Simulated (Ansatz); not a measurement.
**All-electron card of HfN**

```yaml
crystal:
  lattice:
    - [0.00000, 2.25900, 2.25900]
    - [2.25900, 0.00000, 2.25900]
    - [2.25900, 2.25900, 0.00000]
  atoms:
    - { symbol: Hf, position: [0.00000, 0.00000, 0.00000] }
    - { symbol: N, position: [0.50000, 0.50000, 0.50000] }
```

Atoms are numbered in the order listed.

The geometry is COD entry 1539063, unchecked; take it as a test cell.

Spin polarisation is left out, and whether a magnetic state lies lower isn't shown here.

No spin–orbit coupling, which matters for the heavy atoms here.

Levels of theory: DFT, LDA, all-electron LAPW, scalar-relativistic (Ansatz 0.2.0); DFT, LDA, PAW with Ansatz's default frozen-core files, scalar-relativistic (Ansatz 0.2.0).

For LAPW: a Γ-centred 10×10×10 k mesh, Fermi–Dirac smearing of 0.03 eV, basis error target 1 meV/atom, no spin polarisation. PAW takes a cutoff of 420 eV at this cell (files made with PBE, cores remade for this functional). The Ansatz runs share mesh, smearing and spin set-up. Values come from LAPW unless marked.

```json
{"Pressure at this cell": "-9.26 GPa", "Band gap": "none: with an odd electron count and no spin polarisation the bands can't all be full, a metal in this set-up (spin order or a larger cell could open a gap)", "Density of states at the Fermi level (0.2 eV bin)": "0.65 states/eV per cell", "Löwdin charges (with 0.05 e of the cell spilling out of the atomic basis, so their sizes and signs hang on that basis)": "Hf1 0.70, N2 -0.65 e", "Bader charges (from the PAW run)": "Hf1 +1.87, N2 -1.87 e", "Volume per atom": "77.8 bohr³"}
```
